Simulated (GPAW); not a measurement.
Runs of GPAW 26.7.0 on ZrC. The structure is cubic, space group Fm-3m (No. 225). Conventional cell: a = 4.730 Å, b = 4.730 Å, c = 4.730 Å, α = 90.00°, β = 90.00°, γ = 90.00°. Zr (site symmetry m-3m) is surrounded by 6 C at 2.37 Å. Around C (site symmetry m-3m) lie 6 Zr at 2.37 Å. 

| task | level | potentials or basis | cell | optimizer | fmax | max steps | convergence | gap on the mesh (eV) | pressure (GPa) | relaxed volume (Å³/atom) |
| --- | --- | --- | --- | --- | --- | --- | --- | --- | --- | --- |
| relaxation of cell and atoms | PBEsol | PAW data sets generated in the run's folder for this functional, pw | relaxed | BFGS | 0.02 eV/Å | 60 | density=1e-05 forces=0.0001 | none | 0.0 | 12.67 |
| relaxation of cell and atoms | PBEsol+D3 | PAW data sets generated in the run's folder for this functional, pw | relaxed | BFGS | 0.02 eV/Å | 60 | density=1e-05 forces=0.0001 | none | 0.0 | (a) |
| relaxation of cell and atoms | PBEsol+D4 | PAW data sets generated in the run's folder for this functional, pw | relaxed | BFGS | 0.02 eV/Å | 60 | density=1e-05 forces=0.0001 | none | 0.0 | (b) |
| relaxation of cell and atoms | PBEsol+D3(BJ)+ATM | PAW data sets generated in the run's folder for this functional, pw | relaxed | BFGS | 0.02 eV/Å | 60 | density=1e-05 forces=0.0001 | none | 0.0 | 12.44 |
| relaxation of cell and atoms | PBEsol+D3(BJ) | PAW data sets generated in the run's folder for this functional, pw | relaxed | BFGS | 0.02 eV/Å | 60 | density=1e-05 forces=0.0001 | none | 0.0 | 12.40 |

Alike in all rows: no spin polarisation; k mesh 10 × 10 × 10; cutoff (eV) 800; smearing fermi-dirac 0.05 eV.

Q: Fill in the values left out.

A: (a) 12.49; (b) 12.57.

Caveats: later steps reuse the first step's grids; pairwise dispersion overbinds metals, which lowers pressure and volume (some runs).

A k mesh can miss the band edges, and the runs leave out spin-orbit coupling on Zr.

A gap of «none» marks a metal or a gap under the smearing width.
